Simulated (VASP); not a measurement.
# Ge (Im-3m) in VASP: notebook, part 2 of 2

VASP 6.6.1.

### Step 3. Single point, RPBE

This run uses another cell than the first one, of 17.45 Å³/atom, 0.880 times its volume.

File INCAR:

```
SYSTEM = Ge
  PREC = Accurate
  ENCUT = 520
  EDIFF = 1E-6
  ISMEAR = -1
  SIGMA = 0.1
  LREAL = .False.
  LASPH = .True.
  NELM = 80
  ALGO = Normal
  ISIF = 2
  LWAVE = .False.
  LCHARG = .False.
  GGA = RP
  NBANDS = 13
```

File KPOINTS:

```
Automatic mesh
0
Gamma
  15 15 15
  0 0 0
```

File POSCAR:

```
Ge
1.0
   -1.6341220115      1.6341220115      1.6341220115
    1.6341220115     -1.6341220115      1.6341220115
    1.6341220115      1.6341220115     -1.6341220115
Ge
1
Direct
    0.0000000000      0.0000000000      0.0000000000
```

Potentials or basis: VASP PAW PBE potentials, release 64 (Ge_d).

Started as:

```console
> cat potpaw_PBE.64/Ge_d/POTCAR > POTCAR
> mpirun -np 1 vasp_std > vasp.out
```

OUTCAR:

```text
SYSTEM = Ge
   PREC = Accurate
   ENCUT = 520
   EDIFF = 1E-6
   ISMEAR = -1
   LREAL = .False.
   LASPH = .True.
   NELM = 80
   ISIF = 2
   GGA = RP

 ion  position               nearest neighbor table
   1  0.000  0.000  0.000-

  LATTYP: Found a body centered cubic cell.
 ALAT       =     3.2682440230

  Lattice vectors:

 A1 = (  -1.6341220115,   1.6341220115,   1.6341220115)
 A2 = (   1.6341220115,  -1.6341220115,   1.6341220115)
 A3 = (   1.6341220115,   1.6341220115,  -1.6341220115)

Analysis of symmetry for initial positions (statically):
=====================================================================
 Subroutine PRICEL returns:
 Original cell was already a primitive cell.

 Routine SETGRP: Setting up the symmetry group for a
 body centered cubic supercell.

 Subroutine GETGRP returns: Found 48 space group operations
 (whereof 48 operations were pure point group operations)
 out of a pool of 48 trial point group operations.

The static configuration has the point symmetry O_h .

Analysis of symmetry for dynamics (positions and initial velocities):
=====================================================================
 Subroutine PRICEL returns:
 Original cell was already a primitive cell.

 Routine SETGRP: Setting up the symmetry group for a
 body centered cubic supercell.

 Subroutine GETGRP returns: Found 48 space group operations
 (whereof 48 operations were pure point group operations)
 out of a pool of 48 trial point group operations.

The dynamic configuration has the point symmetry O_h .

 Subroutine INISYM returns: Found 48 space group operations
 (whereof 48 operations are pure point group operations),
 and found     1 'primitive' translations

----------------------------------------------------------------------------------------

                                     Primitive cell

  volume of cell :      17.4547

  direct lattice vectors                    reciprocal lattice vectors
    -1.634122011  1.634122011  1.634122011     0.000000000  0.305974705  0.305974705
     1.634122011 -1.634122011  1.634122011     0.305974705  0.000000000  0.305974705
     1.634122011  1.634122011 -1.634122011     0.305974705  0.305974705  0.000000000

  length of vectors
     2.830382350  2.830382350  2.830382350     0.432713577  0.432713577  0.432713577

  position of ions in fractional coordinates (direct lattice)
     0.000000000  0.000000000  0.000000000

  ion indices of the primitive-cell ions
   primitive index   ion index
                 1           1

----------------------------------------------------------------------------------------

 KPOINTS: Automatic mesh

Automatic generation of k-mesh.
 Grid dimensions read from file:
 generate k-points for:   15   15   15

 Generating k-lattice:

  Cartesian coordinates                     Fractional coordinates (reciprocal lattice)
     0.000000000  0.020398314  0.020398314     0.066666667  0.000000000  0.000000000
     0.020398314  0.000000000  0.020398314     0.000000000  0.066666667  0.000000000
     0.020398314  0.020398314  0.000000000     0.000000000  0.000000000  0.066666667

  Length of vectors
     0.028847572  0.028847572  0.028847572

  Shift w.r.t. Gamma in fractional coordinates (k-lattice)
     0.000000000  0.000000000  0.000000000

 Subroutine IBZKPT returns following result:
 ===========================================

 Found    120 irreducible k-points:

 Following reciprocal coordinates:
            Coordinates               Weight
  0.000000  0.000000  0.000000      1.000000
  0.066667  0.000000  0.000000     12.000000
  0.133333  0.000000  0.000000     12.000000
  0.200000  0.000000  0.000000     12.000000
  0.266667  0.000000  0.000000     12.000000
  0.333333  0.000000  0.000000     12.000000
[... 16 lines left out ...]
  0.333333  0.200000  0.000000     48.000000
  0.400000  0.200000  0.000000     24.000000
 [... further k-points ...]
   k-points           NKPTS =    120   k-points in BZ     NKDIM =    120   number of bands    NBANDS=     13
   number of dos      NEDOS =    301   number of ions     NIONS =      1
   total plane-waves  NPLWV =  13824
   dimension x,y,z NGX =    24 NGY =   24 NGZ =   24
   dimension x,y,z NGXF=    48 NGYF=   48 NGZF=   48
   ions per type =               1
   NGX,Y,Z   is equivalent  to a cutoff of  14.10, 14.10, 14.10 a.u.
   NGXF,Y,Z  is equivalent  to a cutoff of  28.19, 28.19, 28.19 a.u.
 SYSTEM =  Ge
   PREC   = accura    normal or accurate (medium, high low for compatibility)
   ISTART =      0    job   : 0-new  1-cont  2-samecut
   ICHARG =      2    charge: 1-file 2-atom 10-const
   ISPIN  =      1    spin polarized calculation?
   LNONCOLLINEAR =      F non collinear calculations
   LSORBIT =      F    spin-orbit coupling
   LASPH  =      T    aspherical Exc in radial PAW
   ENCUT  =  520.0 eV  38.22 Ry    6.18 a.u.   5.26  5.26  5.26*2*pi/ulx,y,z
   NELM   =     80;   NELMIN=  2; NELMDL= -5     # of ELM steps
   EDIFF  = 0.1E-05   stopping-criterion for ELM
   LREAL  =      F    real-space projection
   EDIFFG = 0.1E-04   stopping-criterion for IOM
   NSW    =      0    number of steps for IOM
   IBRION =     -1    ionic relax: 0-MD 1-quasi-New 2-CG
   NFREE  =      0    steps in history (QN), initial steepest desc. (CG)
   ISIF   =      2    stress and relaxation
   ISYM   =      2    0-nonsym 1-usesym 2-fastsym
   POTIM  = 0.5000    time-step for ionic-motion
   TEBEG  =    0.0;   TEEND  =   0.0 temperature during run
   PSTRESS=    0.0 pullay stress
   NELECT =      14.0000    total number of electrons
   NUPDOWN=      -1.0000    fix difference up-down
   EMIN   =  10.00;   EMAX   =-10.00  energy-range for DOS
   EFERMI =   0.00;   METHOD = LEGACY
   ISMEAR =    -1;   SIGMA  =   0.10  broadening in eV -4-tet -1-fermi 0-gaus
   EFERMI_NEDOS =   21; number of points for ismear=-14 and -15
   IALGO  =     38    algorithm
   IMIX   =      4    mixing-type and parameters
     AMIX     =   0.40;   BMIX     =  1.00
     AMIX_MAG =   1.60;   BMIX_MAG =  1.00
  volume/ion in A,a.u.               =      17.45       117.79
  Fermi-wavevector in a.u.,A,eV,Ry     =   1.521060  2.874387 31.478762  2.313624
  Thomas-Fermi vector in A             =   2.629826
   LORBIT       =      0    0 simple, 1 ext, 2 COOP (PROOUT), +10 PAW based schemes
   GGA     = RP    functional components
   LHFCALC =     F    Hartree Fock is set to
   AEXX    =    0.0000 exact exchange contribution
   IVDW    =     0    specifies the selected vdW correction
   LEPSILON=     F    determine dielectric tensor
   LRPA    =     F    only Hartree local field effects (RPA)
 non-spin polarized calculation
  energy-cutoff  :      520.00
  volume of cell :       17.45
 maximum number of plane-waves:       479
 NGX is ok and might be reduce to    24
   NGX = 11   NGY = 11   NGZ = 11

 number of electron      13.9999995 magnetization

 Free energy of the ion-electron system (eV)
  ---------------------------------------------------
  ext. energy  EPLUGINS =         0.00000000
  ---------------------------------------------------
  free energy    TOTEN  =        -3.76384139 eV

  energy without entropy =       -3.74898718  energy(sigma->0) =       -3.75641429

 E-fermi :   7.7528     XC(G=0): -11.5957

 val. band max:        7.6611993364   @ k =   0.2667   0.2000   0.0667
 cond. band min:       7.7874496280   @ k =  -0.3333   0.4667   0.1333
 fundamental gap:      0.1262502916
 Fermi energy:         7.7528021223

 k-point     1 :       0.0000    0.0000    0.0000
  band No.  band energies     occupation
      1     -17.0942      2.00000
      2     -17.0942      2.00000
      3     -17.0942      2.00000
      4     -16.9875      2.00000
      5     -16.9875      2.00000
      6      -6.0626      2.00000
      7      17.8440      0.00000
      8      17.8440      0.00000
      9      17.8441      0.00000
     10      23.2729      0.00000
     11      23.2729      0.00000
     12      23.2729      0.00000
     13      25.1203      0.00000
[... 353 lines left out ...]
 k-point    24 :       0.4000    0.2000    0.0000
  band No.  band energies     occupation
      1     -17.1142      2.00000
      2     -17.0629      2.00000
      3     -17.0039      2.00000
      4     -16.9927      2.00000
      5     -16.9486      2.00000
      6       0.9428      2.00000
      7       2.8561      2.00000
      8       7.8244      0.65641
      9      13.1987      0.00000
     10      19.8788      0.00000
     11      23.6670      0.00000
     12      26.0312      0.00000
     13      26.4798      0.00000

 [... further k-points ...]

------------------------ aborting loop because EDIFF is reached ----------------------------------------

  FORCE on cell =-STRESS in cart. coord.  units (eV):
  Direction    XX          YY          ZZ          XY          YZ          ZX
  --------------------------------------------------------------------------------------
  -------------------------------------------------------------------------------------
  Total        1.0087058      1.0087058      1.0087058     -0.0000000     -0.0000000     -0.0000000
  in kB       92.5894856     92.5894856     92.5894856     -0.0000000     -0.0000000     -0.0000000
  external PRESSURE =      92.5894856 kB  Pullay stress =       0.0000000 kB

 VOLUME and BASIS-vectors are now :
 -----------------------------------------------------------------------------
  energy-cutoff  :      520.00
  volume of cell :       17.45
      direct lattice vectors                 reciprocal lattice vectors
    -1.634122011  1.634122011  1.634122011     0.000000000  0.305974705  0.305974705
     1.634122011 -1.634122011  1.634122011     0.305974705  0.000000000  0.305974705
     1.634122011  1.634122011 -1.634122011     0.305974705  0.305974705  0.000000000

 POSITION                                       TOTAL-FORCE (eV/Angst)
 -----------------------------------------------------------------------------------
      0.00000      0.00000      0.00000         0.000000      0.000000      0.000000
 -----------------------------------------------------------------------------------
    total drift:                               -0.000000      0.000000     -0.000000

  FREE ENERGIE OF THE ION-ELECTRON SYSTEM (eV)
  ---------------------------------------------------
  free  energy   TOTEN  =        -3.7638413922 eV

  energy  without entropy=       -3.7489871825  energy(sigma->0) =       -3.75641429
```

Wall time 12 s (1 thread of AMD EPYC 9R45 (Zen 5), shared host); peak memory 0.12 GiB.

Results:

| Quantity | Value |
| --- | --- |
| Free energy | -3.7638 eV |
| Pressure | 9.3 GPa |
| Band gap on the k mesh | none (metal or under the smearing width) |

Caveat: the PAW data sets were made with another functional, which shifts forces and pressure a little.

### Step 4. Single point, RPBE

File INCAR:

```
SYSTEM = Ge
ALGO     = Normal         ! electronic algorithm
EDIFF    = 1E-6           ! SCF threshold, eV
ENCUT    = 520            ! plane-wave cutoff, eV
GGA      = RP             ! functional
ISIF     = 2              ! what is computed and relaxed
ISMEAR   = -1             ! smearing method
LASPH    = .TRUE.         ! aspherical terms in the spheres
LCHARG   = .FALSE.        ! write CHGCAR
LREAL    = .FALSE.        ! projectors in reciprocal space
LWAVE    = .FALSE.        ! write WAVECAR
NBANDS   = 13             ! bands
NELM     = 80             ! most SCF steps
PREC     = Accurate       ! precision mode
SIGMA    = 0.1            ! smearing width, eV
```

File KPOINTS:

```
k-points
0
G
  15 15 15
  0 0 0
```

File POSCAR:

```
Ge
1.0
   -1.7052586292      1.7052586292      1.7052586292
    1.7052586292     -1.7052586292      1.7052586292
    1.7052586292      1.7052586292     -1.7052586292
Ge
1
Direct
    0.0000000000      0.0000000000      0.0000000000
```

Potentials or basis: VASP PAW PBE potentials, release 64 (Ge_d).

Started as:

```console
> cat potpaw_PBE.64/Ge_d/POTCAR > POTCAR
> mpirun -np 1 vasp_std > vasp.out
```

OUTCAR:

```text
SYSTEM = Ge
   EDIFF = 1E-6
   ENCUT = 520
   GGA = RP
   ISIF = 2
   ISMEAR = -1
   LASPH = .TRUE.
   LREAL = .FALSE.
   NELM = 80
   PREC = Accurate

 ion  position               nearest neighbor table
   1  0.000  0.000  0.000-

  LATTYP: Found a body centered cubic cell.
 ALAT       =     3.4105172584

  Lattice vectors:

 A1 = (  -1.7052586292,   1.7052586292,   1.7052586292)
 A2 = (   1.7052586292,  -1.7052586292,   1.7052586292)
 A3 = (   1.7052586292,   1.7052586292,  -1.7052586292)

Analysis of symmetry for initial positions (statically):
=====================================================================
 Subroutine PRICEL returns:
 Original cell was already a primitive cell.

 Routine SETGRP: Setting up the symmetry group for a
 body centered cubic supercell.

 Subroutine GETGRP returns: Found 48 space group operations
 (whereof 48 operations were pure point group operations)
 out of a pool of 48 trial point group operations.

The static configuration has the point symmetry O_h .

Analysis of symmetry for dynamics (positions and initial velocities):
=====================================================================
 Subroutine PRICEL returns:
 Original cell was already a primitive cell.

 Routine SETGRP: Setting up the symmetry group for a
 body centered cubic supercell.

 Subroutine GETGRP returns: Found 48 space group operations
 (whereof 48 operations were pure point group operations)
 out of a pool of 48 trial point group operations.

The dynamic configuration has the point symmetry O_h .

 Subroutine INISYM returns: Found 48 space group operations
 (whereof 48 operations are pure point group operations),
 and found     1 'primitive' translations

----------------------------------------------------------------------------------------

                                     Primitive cell
[... 114 lines left out ...]
   GGA     = RP    functional components
   LHFCALC =     F    Hartree Fock is set to
   AEXX    =    0.0000 exact exchange contribution
   IVDW    =     0    specifies the selected vdW correction
   LEPSILON=     F    determine dielectric tensor
   LRPA    =     F    only Hartree local field effects (RPA)
 non-spin polarized calculation
  energy-cutoff  :      520.00
  volume of cell :       19.83
 maximum number of plane-waves:       555
 NGX is ok and might be reduce to    24
   NGX = 11   NGY = 11   NGZ = 11

 number of electron      13.9999989 magnetization

 Free energy of the ion-electron system (eV)
  ---------------------------------------------------
  ext. energy  EPLUGINS =         0.00000000
  ---------------------------------------------------
  free energy    TOTEN  =        -3.82287868 eV

  energy without entropy =       -3.80299481  energy(sigma->0) =       -3.81293675

 E-fermi :   6.3738     XC(G=0): -10.9521

 val. band max:        6.3387671142   @ k =   0.2000   0.2000   0.2000
 cond. band min:       6.3826450945   @ k =   0.2667   0.0667   0.0000
 fundamental gap:      0.0438779803
 Fermi energy:         6.3737545712

 k-point     1 :       0.0000    0.0000    0.0000
  band No.  band energies     occupation
      1     -18.4414      2.00000
      2     -18.4414      2.00000
      3     -18.4414      2.00000
      4     -18.3681      2.00000
      5     -18.3681      2.00000
      6      -6.3713      2.00000
      7      15.0856      0.00000
      8      15.0856      0.00000
      9      15.0856      0.00000
     10      20.8914      0.00000
     11      20.8914      0.00000
     12      20.8914      0.00000
     13      23.0187      0.00000
[... 354 lines left out ...]
  band No.  band energies     occupation
      1     -18.4528      2.00000
      2     -18.4164      2.00000
      3     -18.3793      2.00000
      4     -18.3717      2.00000
      5     -18.3408      2.00000
      6      -0.3852      2.00000
      7       2.1254      2.00000
      8       6.4783      0.52023
      9      11.3281      0.00000
     10      17.4958      0.00000
     11      20.9083      0.00000
     12      23.4620      0.00000
     13      23.8011      0.00000

 [... further k-points ...]

------------------------ aborting loop because EDIFF is reached ----------------------------------------

  FORCE on cell =-STRESS in cart. coord.  units (eV):
  Direction    XX          YY          ZZ          XY          YZ          ZX
  --------------------------------------------------------------------------------------
  -------------------------------------------------------------------------------------
  Total       -0.0613374     -0.0613374     -0.0613374      0.0000000     -0.0000000     -0.0000000
  in kB       -4.9545621     -4.9545621     -4.9545621      0.0000000     -0.0000000     -0.0000000
  external PRESSURE =      -4.9545621 kB  Pullay stress =       0.0000000 kB

 VOLUME and BASIS-vectors are now :
 -----------------------------------------------------------------------------
  energy-cutoff  :      520.00
  volume of cell :       19.83
      direct lattice vectors                 reciprocal lattice vectors
    -1.705258629  1.705258629  1.705258629     0.000000000  0.293210655  0.293210655
     1.705258629 -1.705258629  1.705258629     0.293210655  0.000000000  0.293210655
     1.705258629  1.705258629 -1.705258629     0.293210655  0.293210655  0.000000000

 POSITION                                       TOTAL-FORCE (eV/Angst)
 -----------------------------------------------------------------------------------
      0.00000      0.00000      0.00000        -0.000000      0.000000      0.000000
 -----------------------------------------------------------------------------------
    total drift:                               -0.000000     -0.000000      0.000000

  FREE ENERGIE OF THE ION-ELECTRON SYSTEM (eV)
  ---------------------------------------------------
  free  energy   TOTEN  =        -3.8228786841 eV

  energy  without entropy=       -3.8029948138  energy(sigma->0) =       -3.81293675
```

Run time: 12 s. Hardware: 1 thread of AMD EPYC 9R45 (Zen 5), shared host; peak memory 0.12 GiB.

What came out:

```yaml
Free_energy: -3.8229 eV
Pressure: -0.5 GPa
Band_gap_on_the_k_mesh: none (metal or under the smearing width)
```

Levels at points of the mesh, in eV from the Fermi level:
| k point | band 5 | band 6 | band 7 | band 8 | band 9 | band 10 |
| --- | --- | --- | --- | --- | --- | --- |
| (0.00, 0.00, 0.00) | -24.74 | -12.75 | 8.71 | 8.71 | 8.71 | 14.52 |

Caveat: the PAW data sets were made with another functional, which shifts forces and pressure a little.

### Step 5. Summary

```csv
cell,k mesh,gap on the mesh (eV),pressure (GPa)
"Im-3m, 19.83 Å³/atom",21 × 21 × 21,none,-0.2
"Im-3m, 17.45 Å³/atom",15 × 15 × 15,none,9.3
"Im-3m, 19.83 Å³/atom",15 × 15 × 15,none,-0.5
```

Alike in all rows: task single point; level RPBE; potentials or basis VASP PAW PBE potentials, release 64 (Ge_d); no spin polarisation; cutoff (eV) 520; smearing fermi-dirac 0.1 eV.

Every run on the cell as given and a fine mesh finds a metal.

Caveats: the PAW data sets were made with another functional, which shifts forces and pressure a little.

Total energies depend on the potentials used, so only differences within one code and one set of settings carry meaning.
